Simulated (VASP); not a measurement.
Output of a VASP run:

File OUTCAR:
```
 ion  position               nearest neighbor table
   1  0.333  0.667  0.999-   4 1.66   4 1.66   4 1.66   3 1.66
   2  0.667  0.333  0.499-   3 1.66   3 1.66   3 1.66   4 1.66
   3  0.333  0.667  0.376-   2 1.66   2 1.66   2 1.66   1 1.66
   4  0.667  0.333  0.876-   1 1.66   1 1.66   1 1.66   2 1.66
  LATTYP: Found a hexagonal cell.
 ALAT       =     2.7124979162
 C/A-ratio  =     1.6243630250
 Subroutine PRICEL returns:
 Original cell was already a primitive cell.
 Subroutine GETGRP returns: Found 12 space group operations
The static configuration has the point symmetry C_3v.
 The point group associated with its full space group is C_6v.
The dynamic configuration has the point symmetry C_3v.
 Subroutine INISYM returns: Found 12 space group operations
 Subroutine IBZKPT returns following result:
 Found     76 irreducible k-points:

 Following reciprocal coordinates:
            Coordinates               Weight
  0.000000  0.000000  0.000000      1.000000
  0.083333  0.000000  0.000000      6.000000
  0.166667  0.000000  0.000000      6.000000
  0.250000  0.000000  0.000000      6.000000
  0.333333  0.000000  0.000000      6.000000
  0.416667  0.000000  0.000000      6.000000
  0.500000  0.000000  0.000000      3.000000
  0.083333  0.083333  0.000000      6.000000
  0.166667  0.083333  0.000000     12.000000
  0.250000  0.083333  0.000000     12.000000
  0.333333  0.083333  0.000000     12.000000
  0.416667  0.083333  0.000000     12.000000
  0.166667  0.166667  0.000000      6.000000
  0.250000  0.166667  0.000000     12.000000
  0.333333  0.166667  0.000000     12.000000
  0.416667  0.166667  0.000000      6.000000
  0.250000  0.250000  0.000000      6.000000
  0.333333  0.250000  0.000000     12.000000
  0.333333  0.333333  0.000000      2.000000
  0.000000  0.000000  0.142857      2.000000
  0.083333  0.000000  0.142857     12.000000
  0.166667  0.000000  0.142857     12.000000
  0.250000  0.000000  0.142857     12.000000
  0.333333  0.000000  0.142857     12.000000
  0.416667  0.000000  0.142857     12.000000
  0.500000  0.000000  0.142857      6.000000
  0.083333  0.083333  0.142857     12.000000
  0.166667  0.083333  0.142857     24.000000
  0.250000  0.083333  0.142857     24.000000
  0.333333  0.083333  0.142857     24.000000
  0.416667  0.083333  0.142857     24.000000
  0.166667  0.166667  0.142857     12.000000
  0.250000  0.166667  0.142857     24.000000
  0.333333  0.166667  0.142857     24.000000
  0.416667  0.166667  0.142857     12.000000
  0.250000  0.250000  0.142857     12.000000
  0.333333  0.250000  0.142857     24.000000
  0.333333  0.333333  0.142857      4.000000
  0.000000  0.000000  0.285714      2.000000
  0.083333  0.000000  0.285714     12.000000
   k-points           NKPTS =     76   k-points in BZ     NKDIM =     76   number of bands    NBANDS=     12
   number of dos      NEDOS =    601   number of ions     NIONS =      4
   total plane-waves  NPLWV =  14400
   dimension x,y,z NGX =    20 NGY =   20 NGZ =   36
   dimension x,y,z NGXF=    40 NGYF=   40 NGZF=   72
   ions per type =               2   2
   PREC   = accura    normal or accurate (medium, high low for compatibility)
   ISTART =      0    job   : 0-new  1-cont  2-samecut
   ICHARG =      2    charge: 1-file 2-atom 10-const
   ISPIN  =      1    spin polarized calculation?
   LNONCOLLINEAR =      F non collinear calculations
   LSORBIT =      F    spin-orbit coupling
   INIWAV =      1    electr: 0-lowe 1-rand  2-diag
   ENCUT  =  520.0 eV  38.22 Ry    6.18 a.u.   5.04  5.04  8.19*2*pi/ulx,y,z
   NELM   =    100;   NELMIN=  2; NELMDL= -5     # of ELM steps
   EDIFF  = 0.1E-06   stopping-criterion for ELM
   LREAL  =      F    real-space projection
   NLSPLINE    = F    spline interpolate recip. space projectors
   LMAXMIX     =    2 max onsite mixed and CHGCAR
   VOSKOWN=      0    Vosko Wilk Nusair interpolation
...
```

### OSZICAR
```
       N       E                     dE             d eps       ncg     rms          rms(c)
DAV:   1     0.632942100045E+02    0.63294E+02   -0.87541E+03  1824   0.126E+03
DAV:   2    -0.271967606525E+02   -0.90491E+02   -0.85380E+02  2364   0.282E+02
DAV:   3    -0.306077123121E+02   -0.34110E+01   -0.33969E+01  2416   0.581E+01
DAV:   4    -0.306334254566E+02   -0.25713E-01   -0.25704E-01  2208   0.577E+00
DAV:   5    -0.306337520096E+02   -0.32655E-03   -0.32652E-03  2360   0.566E-01    0.906E+00
DAV:   6    -0.284659609982E+02    0.21678E+01   -0.75314E+00  2100   0.248E+01    0.289E+00
DAV:   7    -0.284538119637E+02    0.12149E-01   -0.14171E-01  2220   0.384E+00    0.185E+00
DAV:   8    -0.284622990025E+02   -0.84870E-02   -0.40641E-02  1932   0.289E+00    0.266E-01
DAV:   9    -0.284612424541E+02    0.10565E-02   -0.29425E-03  2412   0.546E-01    0.701E-02
DAV:  10    -0.284615630279E+02   -0.32057E-03   -0.78770E-04  2036   0.240E-01    0.491E-02
DAV:  11    -0.284615292924E+02    0.33735E-04   -0.15861E-04  2324   0.118E-01    0.396E-03
DAV:  12    -0.284615291826E+02    0.10981E-06   -0.39158E-06  2172   0.217E-02    0.196E-03
DAV:  13    -0.284615292709E+02   -0.88253E-07   -0.11654E-06  2220   0.103E-02    0.175E-03
DAV:  14    -0.284615291975E+02    0.73399E-07   -0.12397E-07  1476   0.354E-03
   1 F= -.28461529E+02 E0= -.28461529E+02  d E =0.000000E+00
```

File OUTCAR:
```
------------------------ aborting loop because EDIFF is reached ----------------------------------------
  FORCE on cell =-STRESS in cart. coord.  units (eV):
  Direction    XX          YY          ZZ          XY          YZ          ZX
  --------------------------------------------------------------------------------------
  Total        0.0391880      0.0391880      0.0333862      0.0000000      0.0000000      0.0000000
  in kB        2.2363609      2.2363618      1.9052640      0.0000000      0.0000000      0.0000000
  external PRESSURE =       2.1259956 kB  Pullay stress =       0.0000000 kB
  volume of cell :       28.08
      direct lattice vectors                 reciprocal lattice vectors
     2.712497916  0.000000000  0.000000000     0.368663878  0.212848147  0.000000000
    -1.356248958  2.349092572  0.000000000     0.000000000  0.425696293  0.000000000
     0.000000000  0.000000000  4.406081321     0.000000000  0.000000000  0.226959043
 POSITION                                       TOTAL-FORCE (eV/Angst)
 -----------------------------------------------------------------------------------
     -0.00000      1.56606      4.39996         0.000000      0.000000     -0.000298
      1.35625      0.78303      2.19692         0.000000      0.000000     -0.000298
     -0.00000      1.56606      1.65840         0.000000     -0.000000      0.000298
      1.35625      0.78303      3.86144        -0.000000      0.000000      0.000298
 -----------------------------------------------------------------------------------
    total drift:                               -0.001378      0.000796      0.000453
  FREE ENERGIE OF THE ION-ELECTRON SYSTEM (eV)
  ---------------------------------------------------
  free  energy   TOTEN  =       -28.4615291975 eV

  energy  without entropy=      -28.4615291975  energy(sigma->0) =      -28.46152920

 total charge

# of ion       s       p       d       tot
------------------------------------------
    1        0.428   0.804   0.000   1.232
    2        0.428   0.804   0.000   1.232
    3        1.541   3.658   0.000   5.199
    4        1.541   3.658   0.000   5.199
--------------------------------------------------
tot          3.937   8.925   0.000  12.862
```
(Selected blocks of OUTCAR.)

File POSCAR:
```
BeO
1
    2.7124979162     0.0000000000     0.0000000000
   -1.3562489581     2.3490925716     0.0000000000
    0.0000000000     0.0000000000     4.4060813206
Be O
2 2
Direct
  0.3333330000   0.6666670000   0.9986105227
  0.6666670000   0.3333330000   0.4986105227
  0.3333330000   0.6666670000   0.3763894773
  0.6666670000   0.3333330000   0.8763894773
```

Reconstruct the remaining input files.

This is not unique; one that fits is the input of the run itself, PBE GGA, plane waves, VASP's PBE PAW potentials (set 64).

**INCAR**
```
! general
SYSTEM = BeO
PREC   = Accurate
ENCUT  = 520   ! plane-wave cut-off (eV)
LREAL  = .False.
LASPH  = .True.   ! aspherical one-centre terms

! electronic loop
EDIFF  = 1E-7   ! SCF stop (eV)
NELM   = 100
ALGO   = Normal

! smearing
ISMEAR = -5

! functional
GGA    = PE

! ions
ISIF   = 2

! output
LWAVE  = .False.
LCHARG = .True.
LORBIT = 11
NEDOS  = 601   ! DOS grid
```

File KPOINTS:
```
Automatic mesh
0
Gamma
12 12 7
0 0 0
```

POTCAR, in this order: Be O (PBE.64 set). Program: vasp_std.

The structure was generated: BeO was put into the wurtzite type (P6_3mc), which need not be its known phase. It was relaxed first, which changed the volume by +7 %.
